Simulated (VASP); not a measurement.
# BN (P6_3/mmc) in VASP: band structure with PBE

Aim: the band structure of BN with PBE.

Everything below comes from runs of VASP 6.6.1. Logs are shortened: lines on timing, memory, paths and dates and some standing lists are left out, and cuts for length are marked.

**1. Starting point**

The structure is hexagonal, space group P6_3/mmc (No. 194). The conventional cell has a = 2.513 Å, b = 2.513 Å, c = 7.671 Å, α = 90.00°, β = 90.00°, γ = 120.00°. B (site symmetry -6m2) is surrounded by 3 N at 1.45 Å. N (site symmetry -6m2) has 3 B at 1.45 Å as nearest neighbours.

**2. Band structure, PBE**

Contents of INCAR:

```
ALGO = Normal
EDIFF = 1E-7
ENCUT = 520
GGA = PE
ISIF = 2
ISMEAR = 0
LASPH = T
LCHARG = F
LREAL = F
LWAVE = F
NBANDS = 16
NELM = 60
PREC = Accurate
SIGMA = 0.02
```

Contents of KPOINTS:

```
k-points
0
Gamma
  15 15 6
```

Contents of POSCAR:

```
BN                                      
1.0
    2.5125441777      0.0000000000     -0.0000000000
   -1.2562720888      2.1759270812     -0.0000000000
    0.0000000000     -0.0000000000      7.6713315695
  B               N             
     2     2
Direct
     0.3333333300000021    0.6666666699999979    0.2500000000000000
     0.6666666699999979    0.3333333300000021    0.7500000000000000
     0.3333333300000021    0.6666666699999979    0.7500000000000000
     0.6666666699999979    0.3333333300000021    0.2500000000000000
```

Contents of KPOINTS_OPT:

```
path GMKGALHA,LM,KH
15
line-mode
reciprocal
 0.0000000000  0.0000000000  0.0000000000  G
 0.5000000000  0.0000000000  0.0000000000  M

 0.5000000000  0.0000000000  0.0000000000  M
 0.3333333333  0.3333333333  0.0000000000  K

 0.3333333333  0.3333333333  0.0000000000  K
 0.0000000000  0.0000000000  0.0000000000  G

 0.0000000000  0.0000000000  0.0000000000  G
 0.0000000000  0.0000000000  0.5000000000  A

 0.0000000000  0.0000000000  0.5000000000  A
 0.5000000000  0.0000000000  0.5000000000  L

 0.5000000000  0.0000000000  0.5000000000  L
 0.3333333333  0.3333333333  0.5000000000  H

 0.3333333333  0.3333333333  0.5000000000  H
 0.0000000000  0.0000000000  0.5000000000  A

 0.5000000000  0.0000000000  0.5000000000  L
 0.5000000000  0.0000000000  0.0000000000  M

 0.3333333333  0.3333333333  0.0000000000  K
 0.3333333333  0.3333333333  0.5000000000  H
```

Potentials or basis: VASP PAW PBE potentials, release 64 (B, N).

Launch:

```sh
> cat potpaw_PBE.64/B/POTCAR potpaw_PBE.64/N/POTCAR > POTCAR
> mpirun -np 1 vasp_std > vasp.out
```

OUTCAR:

```text
EDIFF = 1E-7
   ENCUT = 520
   GGA = PE
   ISIF = 2
   ISMEAR = 0
   LASPH = T
   LREAL = F
   NELM = 60
   PREC = Accurate

 ion  position               nearest neighbor table
   1  0.333  0.667  0.250-   4 1.45   4 1.45   4 1.45
   2  0.667  0.333  0.750-   3 1.45   3 1.45   3 1.45
   3  0.333  0.667  0.750-   2 1.45   2 1.45   2 1.45
   4  0.667  0.333  0.250-   1 1.45   1 1.45   1 1.45

  LATTYP: Found a hexagonal cell.
 ALAT       =     2.5125441777
 C/A-ratio  =     3.0532126112

  Lattice vectors:

 A1 = (   2.5125441777,   0.0000000000,   0.0000000000)
 A2 = (  -1.2562720888,   2.1759270812,   0.0000000000)
 A3 = (   0.0000000000,   0.0000000000,   7.6713315695)

Analysis of symmetry for initial positions (statically):
=====================================================================
 Subroutine PRICEL returns:
 Original cell was already a primitive cell.

 Routine SETGRP: Setting up the symmetry group for a
 hexagonal supercell.

 Subroutine GETGRP returns: Found 24 space group operations
 (whereof 12 operations were pure point group operations)
 out of a pool of 24 trial point group operations.

The static configuration has the point symmetry D_3d.
 The point group associated with its full space group is D_6h.

Analysis of symmetry for dynamics (positions and initial velocities):
=====================================================================
 Subroutine PRICEL returns:
 Original cell was already a primitive cell.

 Routine SETGRP: Setting up the symmetry group for a
 hexagonal supercell.

 Subroutine GETGRP returns: Found 24 space group operations
 (whereof 12 operations were pure point group operations)
 out of a pool of 24 trial point group operations.

The dynamic configuration has the point symmetry D_3d.
 The point group associated with its full space group is D_6h.

 Subroutine INISYM returns: Found 24 space group operations
 (whereof 12 operations are pure point group operations),
 and found     1 'primitive' translations

----------------------------------------------------------------------------------------

                                     Primitive cell

  volume of cell :      41.9400

  direct lattice vectors                    reciprocal lattice vectors
[... 86 lines left out ...]
   LNONCOLLINEAR =      F non collinear calculations
   LSORBIT =      F    spin-orbit coupling
   LASPH  =      T    aspherical Exc in radial PAW
   ENCUT  =  520.0 eV  38.22 Ry    6.18 a.u.   4.67  4.67 14.26*2*pi/ulx,y,z
   NELM   =     60;   NELMIN=  2; NELMDL= -5     # of ELM steps
   EDIFF  = 0.1E-06   stopping-criterion for ELM
   LREAL  =      F    real-space projection
   EDIFFG = 0.1E-05   stopping-criterion for IOM
   NSW    =      0    number of steps for IOM
   IBRION =     -1    ionic relax: 0-MD 1-quasi-New 2-CG
   NFREE  =      0    steps in history (QN), initial steepest desc. (CG)
   ISIF   =      2    stress and relaxation
   ISYM   =      2    0-nonsym 1-usesym 2-fastsym
   POTIM  = 0.5000    time-step for ionic-motion
   TEBEG  =    0.0;   TEEND  =   0.0 temperature during run
   PSTRESS=    0.0 pullay stress
   NELECT =      16.0000    total number of electrons
   NUPDOWN=      -1.0000    fix difference up-down
   EMIN   =  10.00;   EMAX   =-10.00  energy-range for DOS
   EFERMI =   0.00;   METHOD = LEGACY
   ISMEAR =     0;   SIGMA  =   0.02  broadening in eV -4-tet -1-fermi 0-gaus
   EFERMI_NEDOS =   21; number of points for ismear=-14 and -15
   IALGO  =     38    algorithm
   IMIX   =      4    mixing-type and parameters
     AMIX     =   0.40;   BMIX     =  1.00
     AMIX_MAG =   1.60;   BMIX_MAG =  1.00
  volume/ion in A,a.u.               =      10.49        70.76
  Fermi-wavevector in a.u.,A,eV,Ry     =   1.187331  2.243731 19.180887  1.409755
  Thomas-Fermi vector in A             =   2.323485
   LORBIT       =      0    0 simple, 1 ext, 2 COOP (PROOUT), +10 PAW based schemes
   GGA     = PE    functional components
   LHFCALC =     F    Hartree Fock is set to
   AEXX    =    0.0000 exact exchange contribution
   IVDW    =     0    specifies the selected vdW correction
   LEPSILON=     F    determine dielectric tensor
   LRPA    =     F    only Hartree local field effects (RPA)
 non-spin polarized calculation
 Gauss-broadening in eV      SIGMA  =   0.02
  energy-cutoff  :      520.00
  volume of cell :       41.94
 maximum number of plane-waves:      1150
 NGX is ok and might be reduce to    20
   NGX =  9   NGY =  9   NGZ = 29

 number of electron      16.0000000 magnetization

 Free energy of the ion-electron system (eV)
  ---------------------------------------------------
  ext. energy  EPLUGINS =         0.00000000
  ---------------------------------------------------
  free energy    TOTEN  =       -35.20276836 eV

  energy without entropy =      -35.20276836  energy(sigma->0) =      -35.20276836

 E-fermi :   1.3168     XC(G=0):  -9.1053

 val. band max:        1.1589357493   @ k =   0.3333   0.3333   0.5000
 cond. band min:       5.6633888116   @ k =   0.4667   0.0667   0.0000
 fundamental gap:      4.5044530623
 Fermi energy:         1.3168360346

 k-point     1 :       0.0000    0.0000    0.0000
  band No.  band energies     occupation
      1     -16.4893      2.00000
      2     -16.4000      2.00000
      3      -4.5096      2.00000
      4      -3.5122      2.00000
      5      -0.1887      2.00000
      6      -0.1887      2.00000
[... 433 lines left out ...]
      3      -7.2413      2.00000
      4      -7.2154      2.00000
      5      -4.7478      2.00000
      6      -4.7295      2.00000
[... 8 lines left out ...]
     15      15.6797      0.00000
     16      16.9194      0.00000

 [... further k-points ...]
[... 5 lines left out ...]
  --------------------------------------------------------------------------------------
  -------------------------------------------------------------------------------------
  Total        0.0024888      0.0024888      0.0698641      0.0000000      0.0000000      0.0000000
  in kB        0.0950758      0.0950758      2.6689203      0.0000000      0.0000000      0.0000000
  external PRESSURE =       0.9530240 kB  Pullay stress =       0.0000000 kB

 VOLUME and BASIS-vectors are now :
 -----------------------------------------------------------------------------
  energy-cutoff  :      520.00
  volume of cell :       41.94
      direct lattice vectors                 reciprocal lattice vectors
     2.512544178  0.000000000  0.000000000     0.398002952  0.229787112  0.000000000
    -1.256272089  2.175927081  0.000000000     0.000000000  0.459574224  0.000000000
     0.000000000  0.000000000  7.671331570     0.000000000  0.000000000  0.130355466

 POSITION                                       TOTAL-FORCE (eV/Angst)
 -----------------------------------------------------------------------------------
     -0.00000      1.45062      1.91783        -0.000000      0.000000      0.000000
      1.25627      0.72531      5.75350         0.000000      0.000000      0.000000
     -0.00000      1.45062      5.75350        -0.000000      0.000000      0.000000
      1.25627      0.72531      1.91783         0.000000     -0.000000      0.000000
 -----------------------------------------------------------------------------------
    total drift:                               -0.000002      0.000001      0.000000

  FREE ENERGIE OF THE ION-ELECTRON SYSTEM (eV)
  ---------------------------------------------------
  free  energy   TOTEN  =       -35.2027683630 eV

  energy  without entropy=      -35.2027683630  energy(sigma->0) =      -35.20276836
```

Run time: 49 s. Hardware: 1 thread of Intel Xeon 6975P-C (Granite Rapids), shared host; peak memory 0.23 GiB.

What came out:

```yaml
Free_energy: -35.2028 eV
Pressure: 0.1 GPa
Band_gap_on_the_k_mesh: 4.50 eV, indirect (least direct gap 4.65 eV)
Band_gap_along_the_path: 4.46 eV, indirect (least direct gap 4.65 eV)
```

Stress tensor (GPa, compression positive):
```
0.01 0.00 0.00
0.00 0.01 0.00
0.00 0.00 0.27
```

Levels at the corners of the path, in eV from the valence-band top:
| point | band 6 | band 7 | band 8 | band 9 | band 10 | band 11 |
| --- | --- | --- | --- | --- | --- | --- |
| Γ | -1.36 | -1.35 | -1.35 | 4.60 | 8.62 | 10.97 |
| M | -4.11 | -1.12 | -0.70 | 4.46 | 5.15 | 9.39 |
| M | -4.11 | -1.12 | -0.70 | 4.46 | 5.15 | 9.39 |
| K | -7.15 | -0.02 | -0.02 | 4.69 | 4.69 | 11.20 |
| K | -7.15 | -0.02 | -0.02 | 4.69 | 4.69 | 11.20 |
| Γ | -1.36 | -1.35 | -1.35 | 4.60 | 8.62 | 10.97 |
| Γ | -1.36 | -1.35 | -1.35 | 4.60 | 8.62 | 10.97 |
| A | -1.35 | -1.35 | -1.35 | 6.23 | 6.23 | 11.51 |
| A | -1.35 | -1.35 | -1.35 | 6.23 | 6.23 | 11.51 |
| L | -4.12 | -0.91 | -0.91 | 4.74 | 4.74 | 9.71 |
| L | -4.12 | -0.91 | -0.91 | 4.74 | 4.74 | 9.71 |
| H | -7.15 | -0.01 | -0.01 | 4.64 | 4.64 | 12.07 |
| H | -7.15 | -0.01 | -0.01 | 4.64 | 4.64 | 12.07 |
| A | -1.35 | -1.35 | -1.35 | 6.23 | 6.23 | 11.51 |
| L | -4.12 | -0.91 | -0.91 | 4.74 | 4.74 | 9.71 |
| M | -4.11 | -1.12 | -0.70 | 4.46 | 5.15 | 9.39 |
| K | -7.15 | -0.02 | -0.02 | 4.69 | 4.69 | 11.20 |
| H | -7.15 | -0.01 | -0.01 | 4.64 | 4.64 | 12.07 |

Caveat: this functional lacks dispersion, which binds the layers, so the pressure and a relaxed spacing across them are unreliable.
